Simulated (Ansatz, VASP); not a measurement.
**Two plane-wave programs on GaN**

File run.py:

```python
from ase.calculators.vasp import Vasp
from ase.dft.bandgap import bandgap
from ase.io import read

atoms = read('GaN.cif', primitive_cell=True, subtrans_included=False)
calc = Vasp(
    directory='calc',
    xc='pbe',
    pp='PBE',
    setups='gw',
    prec='Accurate',
    encut=550,
    ediff=1e-06,
    ismear=0,
    sigma=0.1,
    lreal=False,
    lasph=True,
    nelm=60,
    algo='Fast',
    isif=2,
    lwave=False,
    lcharg=True,
    lelf=True,
    lvhar=True,
    kpts=[10, 10, 5],
    gamma=True,
)
atoms.calc = calc

print('energy (eV):', atoms.get_potential_energy())
print('free energy (eV):', atoms.get_potential_energy(force_consistent=True))
print('forces (eV/A):')
print(atoms.get_forces())
print('stress (eV/A^3, Voigt):', atoms.get_stress())
print('Fermi level (eV):', calc.get_fermi_level())
gap, top, bottom = bandgap(calc)
print('band gap (eV):', gap, 'from (spin, k, band)', top, 'to', bottom)
```

GaN.cif

```cif
data_GaN
_cell_length_a 3.18000000
_cell_length_b 3.18000000
_cell_length_c 5.16600000
_cell_angle_alpha 90.00000000
_cell_angle_beta 90.00000000
_cell_angle_gamma 120.00000000
_space_group_name_H-M_alt 'P6_3mc'
_space_group_name_Hall 'P 6c -2c'
_space_group_IT_number 186
loop_
_space_group_symop_operation_xyz
'x,y,z'
'x-y,x,z+1/2'
'-y,x-y,z'
'-x,-y,z+1/2'
'-x+y,-x,z'
'y,-x+y,z+1/2'
'y,x,z+1/2'
'x,x-y,z'
'x-y,-y,z+1/2'
'-y,-x,z'
'-x,-x+y,z+1/2'
'-x+y,y,z'
loop_
_atom_site_label
_atom_site_type_symbol
_atom_site_symmetry_multiplicity
_atom_site_Wyckoff_symbol
_atom_site_fract_x
_atom_site_fract_y
_atom_site_fract_z
_atom_site_occupancy
Ga1 Ga 2 b 0.6666666667 0.3333333333 0.5000000000 1
N1 N 2 b 0.6666666667 0.3333333333 0.8750000000 1
```

The input input.yaml:

```yaml
crystal:
  lattice:
    - [3.18, 0.0, 0.0]
    - [-1.59, 2.753960784, 0.0]
    - [0.0, 0.0, 5.166]
  atoms:
    - { symbol: Ga, position: [0.6666666667, 0.3333333333, 0.5] }
    - { symbol: Ga, position: [0.3333333333, 0.6666666667, 0.0] }
    - { symbol: "N", position: [0.6666666667, 0.3333333333, 0.875] }
    - { symbol: "N", position: [0.3333333333, 0.6666666667, 0.375] }
hamiltonian:
  xc: pbe
  pseudopotentials: { kind: paw }
kpoints:
  mp_grid: { grid: [10, 10, 5] }
scf:
  occupations: { method: gaussian, width: 0.1 }
output:
  forces: true
  stress: true
  eigenvalues: true
```

Alike in both runs: task single point; functional PBE; k mesh 10 × 10 × 5; occupations gaussian, width 0.1 eV; no spin polarisation.

|  | VASP | Ansatz |
| --- | --- | --- |
| version | VASP 6.6.1 | Ansatz 0.2.0 |
| potentials or method | VASP PAW PBE potentials, release 64 (Ga_d_GW, N_GW) | Ansatz PAW |
| plane-wave cutoff (eV) | 550 | 420 |
| valence electrons in the cell | 36 | 36 |

VASP gave:

```
gap on the k mesh at the Fermi level (eV)       : 1.98
least direct gap on the mesh (eV)               : 1.98
pressure (GPa)                                  : 7.0
largest component of the traceless stress (GPa) : 1.45
rms of the force components (eV/Å)              : 0.078
```

Question: Which values does Ansatz return?

Answer: gap on the k mesh at the Fermi level (eV): 1.96; least direct gap on the mesh (eV): 1.96; pressure (GPa): 7.3; largest component of the traceless stress (GPa): 1.43; rms of the force components (eV/Å): 0.079.

Atom by atom the forces differ by 0.001 eV/Å (rms over components). With one functional, cell and mesh, what is left measures potentials, basis and numerics.

Caveats: odd divisions of the mesh miss points on the zone boundary, where band edges often lie, so the gap on the mesh can be too wide (Ansatz); the pressure holds a Pulay correction of +0.5 GPa for the finite cutoff (Ansatz).
